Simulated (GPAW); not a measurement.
# BeTe (F-43m) in GPAW: single point with PBE

Aim: the single point of BeTe with PBE.

All numbers are computed with GPAW 26.7.0; they aren't measurements. Logs are shortened: lines on timing, memory, paths and dates and some standing lists are left out, and cuts for length are marked. The log counts tension as positive stress, the text compression.

### Step 1. The crystal as given

It takes space group F-43m (No. 216, cubic). Conventional cell: a = 5.540 Å, b = 5.540 Å, c = 5.540 Å, α = 90.00°, β = 90.00°, γ = 90.00°. Te (site symmetry -43m) is surrounded by 4 Be at 2.40 Å. Around Be (site symmetry -43m) lie 4 Te at 2.40 Å.

### Step 2. Single point, PBE

Contents of run.py:

```python
from ase.dft.bandgap import bandgap
from ase.io import read, write
from ase.units import GPa
from gpaw import GPAW, PW

atoms = read('BeTe.xyz')

calc = GPAW(mode=PW(650),
            xc='PBE',
            kpts={'size': (7, 7, 7), 'gamma': True},
            occupations={'name': 'fermi-dirac', 'width': 0.05},
            nbands=11,
            maxiter=120,
            txt='gpaw.txt')
atoms.calc = calc
energy = atoms.get_potential_energy()
forces = atoms.get_forces()
stress = atoms.get_stress()
calc.write('gs.gpw')
write('result.traj', atoms)
print(f'Energy: {energy:.6f} eV')
print('Forces (eV/A):')
print(forces.round(4))
print('Stress (GPa):', (stress / GPa).round(3))
print('Fermi level:', round(calc.get_fermi_level(), 4), 'eV')
print(f'Gap: {bandgap(calc)[0]:.4f} eV, direct: {bandgap(calc, direct=True)[0]:.4f} eV')
```

Contents of BeTe.xyz:

```xyz
2
Lattice="0.0000000000 2.7700000000 2.7700000000 2.7700000000 0.0000000000 2.7700000000 2.7700000000 2.7700000000 0.0000000000" Properties=species:S:1:pos:R:3 pbc="T T T"
Te     4.1550000000      4.1550000000      4.1550000000
Be     0.0000000000      0.0000000000      0.0000000000
```

Potentials or basis: GPAW PAW data sets (gpaw-data 1.2.1), pw.

Command:

```
$ OMP_NUM_THREADS=1 python run.py
```

gpaw.txt:

```text
__  _  _
 | _ |_)|_||  |
 |__||  | ||/\| - 26.7.0

Input parameters:
  mode=PW(ecut=650.0),
  kpts=MonkhorstPack(size=(7, 7, 7), gamma=True),
  maxiter=120,
  nbands=11,
  occupations=Occupations(name='fermi-dirac', width=0.05),
  xc=XC(name='PBE')

Diagonalizing LCAO Hamiltonian
Converting LCAO to pw mode

                    Te

       Be

Atoms  # Å, Bohr magnetons
|   | symbol |        x |        y |        z |    initial magnetic moments |
|---|--------|----------|----------|----------|-----------------------------|
| 0 |     Te | 4.155000 | 4.155000 | 4.155000 | ( 0.0000,  0.0000,  0.0000) |
| 1 |     Be | 0.000000 | 0.000000 | 0.000000 | ( 0.0000,  0.0000,  0.0000) |

Unit cell  # Å
| periodic |        x |        y |        z |  lengths |    angles |
|----------|----------|----------|----------|----------|-----------|
|      yes | 0.000000 | 2.770000 | 2.770000 | 3.917372 | 60.000000 |
|      yes | 2.770000 | 0.000000 | 2.770000 | 3.917372 | 60.000000 |
|      yes | 2.770000 | 2.770000 | 0.000000 | 3.917372 | 60.000000 |

Number of symmetries: 24
Symmetry operations  # r_c * U_cc + t_c -> r_c
|    | kind |            matrix            |
|----|------|------------------------------|
|  0 |  E   |  1, 0, 0,  0, 1, 0,  0, 0, 1 |
|  1 |  σ   |  1, 0, 0,  0, 0, 1,  0, 1, 0 |
|  2 |  σ   |  1, 0,-1,  0, 1,-1,  0, 0,-1 |
|  3 |  C3  |  1, 0,-1,  0, 0,-1,  0, 1,-1 |
|  4 |  C3  |  1,-1, 0,  0,-1, 1,  0,-1, 0 |
|  5 |  σ   |  1,-1, 0,  0,-1, 0,  0,-1, 1 |
|  6 |  σ   |  0, 1, 0,  1, 0, 0,  0, 0, 1 |
|  7 |  C3  |  0, 1, 0,  0, 0, 1,  1, 0, 0 |
|  8 |  C2  |  0, 1,-1,  1, 0,-1,  0, 0,-1 |
|  9 |  S4  |  0, 1,-1,  0, 0,-1,  1, 0,-1 |
| 10 |  C3  |  0, 0, 1,  1, 0, 0,  0, 1, 0 |
| 11 |  σ   |  0, 0, 1,  0, 1, 0,  1, 0, 0 |
| 12 |  S4  |  0, 0,-1,  1, 0,-1,  0, 1,-1 |
| 13 |  C3  |  0, 0,-1,  0, 1,-1,  1, 0,-1 |
| 14 |  S4  |  0,-1, 1,  1,-1, 0,  0,-1, 0 |
| 15 |  C2  |  0,-1, 1,  0,-1, 0,  1,-1, 0 |
| 16 |  C3  |  0,-1, 0,  1,-1, 0,  0,-1, 1 |
| 17 |  S4  |  0,-1, 0,  0,-1, 1,  1,-1, 0 |
| 18 |  S4  | -1, 1, 0, -1, 0, 1, -1, 0, 0 |
| 19 |  C3  | -1, 1, 0, -1, 0, 0, -1, 0, 1 |
| 20 |  C3  | -1, 0, 1, -1, 1, 0, -1, 0, 0 |
| 21 |  S4  | -1, 0, 1, -1, 0, 0, -1, 1, 0 |
| 22 |  σ   | -1, 0, 0, -1, 1, 0, -1, 0, 1 |
| 23 |  C2  | -1, 0, 0, -1, 0, 1, -1, 1, 0 |

BZ-sampling:
  Number of BZ points: 343
  Number of IBZ points: 20

  Monkhorst-Pack size: [7, 7, 7]
  Monkhorst-Pack shift: [0, 0, 0]

K-points  # in reciprocal-cell coordinates
|     |                                coordinates |     weight |
|-----|--------------------------------------------|------------|
|   0 | (  0.00000000,   0.00000000,   0.00000000) | 0.00291545 |
|   1 | (  0.14285714,   0.14285714,   0.00000000) | 0.01749271 |
|   2 | (  0.14285714,   0.14285714,   0.14285714) | 0.02332362 |
|   3 | (  0.28571429,   0.14285714,   0.14285714) | 0.03498542 |
|   4 | (  0.28571429,   0.28571429,   0.00000000) | 0.01749271 |
|   5 | (  0.28571429,   0.28571429,   0.14285714) | 0.06997085 |
|   6 | (  0.28571429,   0.28571429,   0.28571429) | 0.02332362 |
|   7 | (  0.42857143,  -0.28571429,  -0.28571429) | 0.03498542 |
|   8 | (  0.42857143,   0.28571429,  -0.42857143) | 0.13994169 |
|   9 | (  0.42857143,   0.28571429,  -0.28571429) | 0.06997085 |
| ... |                                            |            |
|  19 | (  0.42857143,   0.42857143,   0.42857143) | 0.02332362 |

Plane wave coefficients: 1639
Cutoff: 650.0 eV

Spin-components: 1 (collinear spins)
Bands:           11
Projectors:      8
Spin-degeneracy: 2
Datatype:        complex128

Parallelization:
  kpt:    1
  domain: 1
  band:   1

Density:
  Valence electrons: 8.0
  Components: 1
  Grid points: [24 24 24]
  Charge: 0.0  # |e|

Potential:
  Grid points: [24 24 24]

species:
  Te:
    name:    Tellurium
    Z:       52.0
    valence: 6
    core:    46
    charge:  0.0  # [|e|]
    compensation charges:
      type: gauss
      rc: 0.36  # [Å]
      lmax: 2
    cutoffs:
      filter: 2.09  # [Å]
      core: 3.17  # [Å]
    projectors
    | kind |    occ | energy [eV] | rcut [Å] |
    |------|--------|-------------|----------|
    |   5s |  2.000 |     -15.089 |    1.180 |
    |   5p |  4.000 |      -5.955 |    1.196 |
    |    s |        |      12.123 |    1.180 |
    |    p |        |      21.256 |    1.196 |
    |    d |        |       0.000 |    1.238 |

    Using partial waves for Te as LCAO basis

  Be:
    name:    Beryllium
    Z:       4.0
    valence: 2
    core:    2
    charge:  0.0  # [|e|]
    compensation charges:
      type: gauss
      rc: 0.25  # [Å]
      lmax: 2
    cutoffs:
      filter: 1.42  # [Å]
      core: 1.77  # [Å]
    projectors
    | kind |    occ | energy [eV] | rcut [Å] |
    |------|--------|-------------|----------|
    |   2s |  2.000 |      -5.610 |    0.794 |
    |   2p |  0.000 |      -2.018 |    0.794 |
    |    s |        |      21.602 |    0.794 |

    Using partial waves for Be as LCAO basis

Reference energy: -185188.868407  # eV

eigensolver:
  PPCG
  Converge bands: occupied
  niter=2

density mixing:
  MSR1-Mixer
  Pratt-step length: 0.05
  Maximum mixing coefficient: 0.75
  Old densities: 10
  SVD Regularization: 0.005
  Good broyden scale: 1.0
  Trust region scale: 1.0
  Backstep threshold: 4.0
  History deletion threshold: 6.0
  Fourier metric: weight=20.0, sigma=0.015

occupation numbers:
  Fermi-Dirac:
    width: 0.0500  # eV

poisson solver:
  ecut: 5200.0  # eV

xc functional:
  name: PBE with 2 nearest neighbor stencil

convergence criteria:
- Maximum [total energy] change in last 3 cyles: 0.0005 eV / valence electron
- Maximum integral of absolute [dens]ity change: 0.0001 electrons / valence electron
- Maximum integral of absolute [eigenst]ate change: 4e-08 eV^2 / valence electron
maximum number of iterations: 120

SCF iterations
|iter     | |      energy | eigst |  dens |
|---------|-|-------------|-------|-------|
|iter:   1| |   -7.751039 | -0.15 |       |
|iter:   2| |   -7.730386 | -2.21 | -0.91 |
|iter:   3| |   -7.604631 | -2.24 | -0.94 |
|iter:   4| |   -7.605156 | -3.18 | -1.54 |
|iter:   5| |   -7.605770c| -4.38 | -2.07 |
|iter:   6| |   -7.605811c| -5.55 | -2.67 |
|iter:   7| |   -7.605813c| -7.03 | -3.69 |
|iter:   8| |   -7.605813c| -7.88c| -4.10c|

Converged in 8 steps
Energy contributions relative to reference atoms: (reference = -185188.868407)

Energy contributions:
  Kinetic:          18.495670
  Coulomb:         -16.530176
  Zero:              0.134723
  External:          0.000000
  Xc:               -9.706031
  Entropy:          -0.000000
  Spinorbit:         0.000000
  ----------------------------
  Free energy:      -7.605813
  Extrapolated:     -7.605813

dipole moment: (-0.426313, -0.426313, -0.426313)  # |e|*Ang

Fermi level: 6.488
Eigenvalues  # (at kpt = [0.000, 0.000, 0.000])
| band index |      eig [eV] | occ [0-2] |
|------------|---------------|-----------|
|          0 |        -7.057 |     2.000 |
|          1 |         5.562 |     2.000 |
|          2 |         5.562 |     2.000 |
|          3 |         5.562 |     2.000 |
|          4 |         9.146 |     0.000 |
|          5 |         9.146 |     0.000 |
|          6 |         9.146 |     0.000 |
|          7 |         9.761 |     0.000 |
|          8 |        13.973 |     0.000 |
|          9 |        16.130 |     0.000 |
|         10 |        16.934 |     0.000 |

Gap: 1.920 eV
Transition (v -> c):
  (s=0, k=0, n=3, [0.00, 0.00, 0.00]) -> (s=0, k=16, n=4, [0.43, 0.43, 0.00])
Direct/indirect transitions are different
Direct gap: 3.585 eV
Transition at: (s=0, k=0, n=3, [0.00, 0.00, 0.00])

Forces  # eV/Ang
|       x |       y |       z |
|---------|---------|---------|
| 0.00000 | 0.00000 | 0.00000 |  # Te   0
| 0.00000 | 0.00000 | 0.00000 |  # Be   1

Stress tensor  # eV/Ang^3
|         x |         y |         z |
|-----------|-----------|-----------|
| -0.027619 |  0.000000 |  0.000000 |
|  0.000000 | -0.027619 |  0.000000 |
|  0.000000 |  0.000000 | -0.027619 |

# Writing to gs.gpw (mode='')
```

Wall time 8 s (1 thread of Arm Neoverse V1, shared host); peak memory 0.14 GiB.

What came out:

```
Free energy            : -7.6058 eV
Pressure               : 4.4 GPa
Band gap on the k mesh : 1.92 eV, indirect (least direct gap 3.58 eV)
```

Levels at points of the mesh, in eV from the valence-band top:
```csv
k point,band 1,band 2,band 3,band 4,band 5,band 6,band 7
"(0.00, 0.00, 0.00)",-12.62,0.00,0.00,0.00,3.58,3.58,3.58
```

Caveat: the cutoff is short for stress and forces, so pressures can be off by a GPa or more; spin-orbit coupling is left out, which moves the levels of the heavy elements; an odd mesh through Γ misses points on the zone boundary, where band edges often lie.
